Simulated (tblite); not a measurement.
Isomers of C4H2O3. Calculated harmonic vibrations of the isolated species, GFN2-xTB (tblite), most abundant isotopes, no scaling. This tight-binding method is rough: wavenumbers can miss measured ones by several per cent, in bad cases by 10 to 20. One conformer each.

Electronic energies: GFN2-xTB at the same geometries; isomer energies are rough at this level and their order can be wrong.

```json
{"SMILES": "O=c1cc(O)c1=O", "electronic energy, lowest = 0 (kJ/mol)": "161.3"}
{"SMILES": "O=C1C=CC(=O)O1", "electronic energy, lowest = 0 (kJ/mol)": "0.0"}
{"SMILES": "O=COc1cc1=O", "electronic energy, lowest = 0 (kJ/mol)": "216.5"}
```

**Question.** How do GFN2-xTB zero-point energies change the relative energies?

**Answer.** 
| SMILES | ZPE (kJ/mol) | of it from modes above 1550 cm⁻¹ | electronic (kJ/mol) | with ZPE, lowest = 0 (kJ/mol) | lowest mode (cm⁻¹) | rings |
| --- | --- | --- | --- | --- | --- | --- |
| O=C1C=CC(=O)O1 | 140.7 | 69.4 | 0.0 | 0.0 | 148 | 1 |
| O=c1cc(O)c1=O | 137.7 | 71.4 | 161.3 | 158.4 | 89 | 1 |
| O=COc1cc1=O | 133.5 | 69.4 | 216.5 | 209.4 | 61 | 1 |

The zero-point energies span 7.2 kJ/mol, from `O=COc1cc1=O` to `O=C1C=CC(=O)O1`. The order is unchanged.

**Question.** What do entropy and thermal enthalpy add at 298.15 K and 1 bar (rigid rotor, harmonic oscillator, one conformer each)?

**Answer.** 
```
        SMILES  point group  symmetry number  S (J/(mol K))  H − H(0) (kJ/mol)  ZPE + H − H(0) − TS (kJ/mol)
O=C1C=CC(=O)O1          C2v                2          306.9              16.51                          65.7
 O=c1cc(O)c1=O           Cs                1          327.3              18.32                          58.5
   O=COc1cc1=O           Cs                1          339.3              19.60                          52.0
```
